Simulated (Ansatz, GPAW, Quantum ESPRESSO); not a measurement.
## One calculation of HfN, 5 ways

```xyz
2
Lattice="0.0000 2.2560 2.2560 2.2560 0.0000 2.2560 2.2560 2.2560 0.0000" Properties=species:S:1:pos:R:3 pbc="T T T"
Hf    0.0000    0.0000    0.0000
N     2.2560    2.2560    2.2560
```

Alike in all runs: task band structure; functional PBEsol; k mesh 10 × 10 × 10; occupations fermi-dirac, width 0.05 eV; no spin polarisation; no spin-orbit coupling. Pressure is positive in compression and, in plane waves, holds the error of the finite cutoff, which Ansatz's Pulay term estimates and takes out.

| program and potentials | plane-wave cutoff (eV) | notes | pressure (GPa) |
| --- | --- | --- | --- |
| Ansatz, PAW datasets made for the crystal | 440 | 15.5 valence electrons an atom on average | -1.87 |
| Quantum ESPRESSO, GBRV 1.5 PBEsol | 612 | 8.5 valence electrons an atom on average | -2.83 |
| Quantum ESPRESSO, PseudoDojo 0.4.1 SR PBEsol standard | 1143 | 8.5 valence electrons an atom on average | -2.81 |
| GPAW, PAW data sets generated for this functional | 800 | 8.5 valence electrons an atom on average | -1.62 |
| Ansatz, all-electron LAPW, scalar-relativistic | - | - | -1.87 |

The pressure spans -2.83 (Quantum ESPRESSO, GBRV 1.5 PBEsol) to -1.62 GPa (GPAW, PAW data sets generated for this functional), with all-electron results at -1.87.

The functional is the same throughout but for its coding, so the spread measures potentials, basis and numerics; runs on potential files found faulty are left out.
